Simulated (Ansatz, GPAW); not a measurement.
# V: programs and potentials compared

```
V
1.0
    -1.51435    1.51435    1.51435
     1.51435   -1.51435    1.51435
     1.51435    1.51435   -1.51435
V
1
Cartesian
  0.0000 0.0000 0.0000
```

Alike in all runs: task single point; functional PBE; k mesh 12 × 12 × 12; occupations gaussian, width 0.023 eV; collinear spin, ferromagnetic start; no spin-orbit coupling. Pressure is positive in compression and, in plane waves, holds the error of the finite cutoff, which Ansatz's Pulay term estimates and takes out.

```csv
program and potentials,plane-wave cutoff (eV),notes,band gap (eV),pressure (GPa),net moment per atom (μB)
"Ansatz, Ansatz PAW",420,Pulay term of +0.08 GPa included,no gap,-5.23,0.12
"Ansatz, all-electron LAPW, scalar-relativistic",-,-,no gap,-5.30,0.12
"GPAW, GPAW PAW data sets (gpaw-data 1.2.1)",600,-,no gap,-4.19,0.11
```

None finds a gap. The pressure spans -5.30 (Ansatz, all-electron LAPW, scalar-relativistic) to -4.19 GPa (GPAW, GPAW PAW data sets (gpaw-data 1.2.1)), with all-electron results at -5.30. The net moment per atom spans 0.11 (GPAW, GPAW PAW data sets (gpaw-data 1.2.1)) to 0.12 μB (Ansatz, all-electron LAPW, scalar-relativistic), with all-electron results at 0.12. The state is the one that the start led to, which needn't be the lowest.

Differences between rows come from potentials, basis sets and numerical settings, since the functional is the same but for its coding. Runs on potential files found faulty are left out.
